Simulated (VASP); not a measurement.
# VASP 6.6.1, LDA relaxation of cell and atoms, MgS (rocksalt)

INCAR

```
NBANDS = 11
LASPH = .TRUE.
ENCUT = 600
SIGMA = 0.02
LCHARG = .FALSE.
ISIF = 3
EDIFF = 1E-7
IBRION = 2
NSW = 40
LREAL = .FALSE.
EDIFFG = -5E-3
NELM = 120
LWAVE = .FALSE.
PREC = Accurate
ISMEAR = -1
GGA = CA
```

KPOINTS

```
KPOINTS created by Atomic Simulation Environment
0
Gamma
8 8 8
0 0 0
```

POSCAR

```
Mg S
 1.0000000000000000
    -0.0000000000000000    2.6148134565394967    2.6148134565394967
     2.6148134565394967   -0.0000000000000000    2.6148134565394967
     2.6148134565394967    2.6148134565394967   -0.0000000000000000
 Mg  S
   1   1
Cartesian
  0.0000000000000000  0.0000000000000000  0.0000000000000000
  2.6148134565394967  2.6148134565394967  2.6148134565394967
```

VASP ran with the recommended LDA PAW datasets (8 valence electrons in the cell).

Command

```
mpirun -np 1 vasp_std
```

From OUTCAR

```
k-points           NKPTS =     29   k-points in BZ     NKDIM =     29   number of bands    NBANDS=     11

   NELECT =       8.0000    total number of electrons

   dimension x,y,z NGX =    30 NGY =   30 NGZ =   30
   dimension x,y,z NGXF=    60 NGYF=   60 NGZF=   60

  energy-cutoff  :      600.00
  volume of cell :       33.51
      direct lattice vectors                 reciprocal lattice vectors
     0.000000000  2.558863198  2.558863198    -0.195399270  0.195399270  0.195399270
     2.558863198  0.000000000  2.558863198     0.195399270 -0.195399270  0.195399270
     2.558863198  2.558863198  0.000000000     0.195399270  0.195399270 -0.195399270

 k-points in reciprocal lattice and weights: KPOINTS created by Atomic Simulation Env
   0.00000000  0.00000000  0.00000000       0.002
   0.12500000  0.00000000  0.00000000       0.016
   0.25000000  0.00000000  0.00000000       0.016
   0.37500000  0.00000000  0.00000000       0.016
   0.50000000  0.00000000  0.00000000       0.008
   0.12500000  0.12500000  0.00000000       0.012
   0.25000000  0.12500000  0.00000000       0.047
   0.37500000  0.12500000  0.00000000       0.047
   ...

 E-fermi :   4.5192

 k-point     1 :       0.0000    0.0000    0.0000
  band No.  band energies     occupation
      1      -8.8944      2.00000
      2       4.0406      2.00000
      3       4.0406      2.00000
      4       4.0406      2.00000
      5       7.9355      0.00000
      6      11.8412      0.00000
      7      11.8412      0.00000
      8      11.8412      0.00000
      9      14.3564      0.00000
     10      14.3564      0.00000
     11      16.5094      0.00000

 k-point     2 :       0.1250    0.0000    0.0000
  band No.  band energies     occupation
      1      -8.7287      2.00000
      2       2.9312      2.00000
      3       3.9272      2.00000
      4       3.9272      2.00000
      5       8.7274      0.00000
      6      11.5623      0.00000
      7      12.1124      0.00000
      8      12.1124      0.00000
      9      13.7126      0.00000
     10      13.7126      0.00000
     11      16.8153      0.00000

 k-point     3 :       0.2500    0.0000    0.0000
  band No.  band energies     occupation
      1      -8.2767      2.00000
      2       1.0562      2.00000
      3       3.6821      2.00000
      4       3.6821      2.00000
      5       8.9976      0.00000
      6      11.7635      0.00000
      7      11.7635      0.00000
      8      12.4766      0.00000
      9      14.2966      0.00000
     10      14.2966      0.00000
     11      15.9865      0.00000

 k-point     4 :       0.3750    0.0000    0.0000
  band No.  band energies     occupation
      1      -7.7139      2.00000
      2      -0.5026      2.00000
      3       3.4682      2.00000
      4       3.4682      2.00000
      5       8.6436      0.00000
      6      11.0899      0.00000
      7      11.0899      0.00000
      8      14.1134      0.00000
      9      15.6291      0.00000
     10      16.3352      0.00000
     11      16.3352      0.00000

 k-point     5 :       0.5000    0.0000    0.0000
  band No.  band energies     occupation
      1      -7.4275      2.00000
      2      -1.1378      2.00000
      3       3.3869      2.00000
      4       3.3869      2.00000
      5       8.4897      0.00000
      6      10.8389      0.00000
      7      10.8389      0.00000
      8      14.4190      0.00000
      9      16.2720      0.00000
     10      18.6128      0.00000
     11      18.6128      0.00000

 k-point     6 :       0.1250    0.1250    0.0000
  band No.  band energies     occupation
      1      -8.6743      2.00000
      2       2.9855      2.00000
      3       3.6813      2.00000
      4       3.6813      2.00000
      5       9.0989      0.00000
      6      10.8397      0.00000
      7      12.5152      0.00000
      8      12.5742      0.00000
      9      12.5742      0.00000
     10      14.6285      0.00000
     11      17.8838      0.00000

 k-point     7 :       0.2500    0.1250    0.0000
  band No.  band energies     occupation
      1      -8.3188      2.00000
      2       1.5863      2.00000
      3       3.3686      2.00000
      4       3.4257      2.00000
      5       9.6082      0.00000
      6      10.7618      0.00000
      7      11.4023      0.00000
      8      12.7893      0.00000
      9      13.8550      0.00000
     10      15.0790      0.00000
     11      17.4570      0.00000

 k-point     8 :       0.3750    0.1250    0.0000
  band No.  band energies     occupation
      1      -7.7850      2.00000
      2       0.0374      2.00000
      3       3.0339      2.00000
      4       3.1708      2.00000
      5       9.2609      0.00000
      6      10.5996      0.00000
      7      12.0441      0.00000
      8      12.4050      0.00000
      9      15.5892      0.00000
     10      16.9307      0.00000
     11      17.0510      0.00000

 k-point     9 :       0.5000    0.1250    0.0000
  band No.  band energies     occupation
      1      -7.3787      2.00000
      2      -0.8832      2.00000
      3       2.6894      2.00000
      4       3.1707      2.00000
      5       9.1284      0.00000
      6      10.2904      0.00000
      7      11.4433      0.00000
      8      14.2860      0.00000
      9      16.1012      0.00000
     10      17.9979      0.00000
     11      18.6064      0.00000

 k-point    10 :      -0.3750    0.1250    0.0000
  band No.  band energies     occupation
      1      -7.4742      2.00000
      2      -0.6780      2.00000
      3       2.5557      2.00000
      4       3.3644      2.00000
      5       9.3209      0.00000
      6      10.4607      0.00000
      7      11.2791      0.00000
      8      14.1341      0.00000
      9      16.0595      0.00000
     10      16.5491      0.00000
     11      18.9029      0.00000

 k-point    11 :      -0.2500    0.1250    0.0000
  band No.  band energies     occupation
      1      -7.9706      2.00000
      2       0.5109      2.00000
      3       2.7167      2.00000
      4       3.6690      2.00000
      5       9.7088      0.00000
      6      11.1304      0.00000
      7      11.6186      0.00000
      8      12.2809      0.00000
      9      13.8861      0.00000
     10      16.9108      0.00000
     11      17.1241      0.00000

 k-point    12 :      -0.1250    0.1250    0.0000
  band No.  band energies     occupation
      1      -8.4673      2.00000
      2       1.9862      2.00000
      3       3.2513      2.00000
      4       3.9186      2.00000
      5       9.5803      0.00000
      6      11.1280      0.00000
      7      12.1391      0.00000
      8      12.4613      0.00000
      9      12.5196      0.00000
     10      14.8379      0.00000
     11      17.7725      0.00000

 k-point    13 :       0.2500    0.2500    0.0000
  band No.  band energies     occupation
      1      -8.0822      2.00000
      2       1.3417      2.00000
      3       2.9799      2.00000
      4       2.9799      2.00000
      5       9.0397      0.00000
      6       9.4132      0.00000
      7      12.4164      0.00000
      8      14.2721      0.00000
      9      14.2721      0.00000
     10      15.3889      0.00000
     11      19.5210      0.00000

 k-point    14 :       0.3750    0.2500    0.0000
  band No.  band energies     occupation
      1      -7.6503      2.00000
      2       0.4190      2.00000
      3       2.4254      2.00000
      4       2.7338      2.00000
      5       8.4377      0.00000
      6       9.5319      0.00000
      7      12.7861      0.00000
      8      13.8915      0.00000
      9      15.9013      0.00000
     10      17.1538      0.00000
     11      19.7502      0.00000

 k-point    15 :       0.5000    0.2500    0.0000
  band No.  band energies     occupation
      1      -7.2449      2.00000
      2      -0.2980      2.00000
      3       1.6367      2.00000
      4       2.7260      2.00000
      5       8.3244      0.00000
      6      10.7436      0.00000
      7      12.9223      0.00000
      8      13.0117      0.00000
      9      16.9289      0.00000
     10      18.7825      0.00000
     11      19.7327      0.00000

 k-point    16 :      -0.3750    0.2500    0.0000
  band No.  band energies     occupation
      1      -7.1819      2.00000
      2      -0.3450      2.00000
      3       1.1652      2.00000
      4       2.9585      2.00000
      5       8.7386      0.00000
      6      11.5276      0.00000
      7      12.3795      0.00000
      8      13.4031      0.00000
      9      16.3792      0.00000
     10      16.4073      0.00000
     11      19.3508      0.00000

 ...

  Total       -0.0014835     -0.0014835     -0.0014835      0.0000000      0.0000000      0.0000000
  in kB       -0.0709317     -0.0709317     -0.0709317      0.0000000      0.0000000      0.0000000
  external PRESSURE =      -0.0709317 kB  Pullay stress =       0.0000000 kB

 POSITION                                       TOTAL-FORCE (eV/Angst)
 -----------------------------------------------------------------------------------
      0.00000      0.00000      0.00000         0.000000     -0.000000      0.000000
      2.55886      2.55886      2.55886        -0.000000      0.000000     -0.000000
 -----------------------------------------------------------------------------------
    total drift:                               -0.000000     -0.000000      0.000000

  FREE ENERGIE OF THE ION-ELECTRON SYSTEM (eV)
  ---------------------------------------------------
  free  energy   TOTEN  =        -9.5928228131 eV

  energy  without entropy=       -9.5928228131  energy(sigma->0) =       -9.59282281
```

CONTCAR

```
Mg S
   1.00000000000000
     0.0000000000000000    2.5588631982604788    2.5588631982604788
     2.5588631982604788    0.0000000000000000    2.5588631982604788
     2.5588631982604788    2.5588631982604788    0.0000000000000000
  Mg              S
     1     1
Direct
     0.0000000000000000    0.0000000000000000    0.0000000000000000
     0.5000000000000000    0.5000000000000000    0.5000000000000000

  0.00000000E+00  0.00000000E+00  0.00000000E+00
  0.00000000E+00  0.00000000E+00  0.00000000E+00
```

* relaxed cell vector lengths: 3.619, 3.619, 3.619 Å
* relaxed cell volume: 33.51 Å³

The run was restarted once from its relaxed cell; OSZICAR and OUTCAR are the second run's.

The run (the restart alone) took about 14 s on one core of a shared host (Intel Xeon Platinum 8488C) and held 0.15 GiB at most.
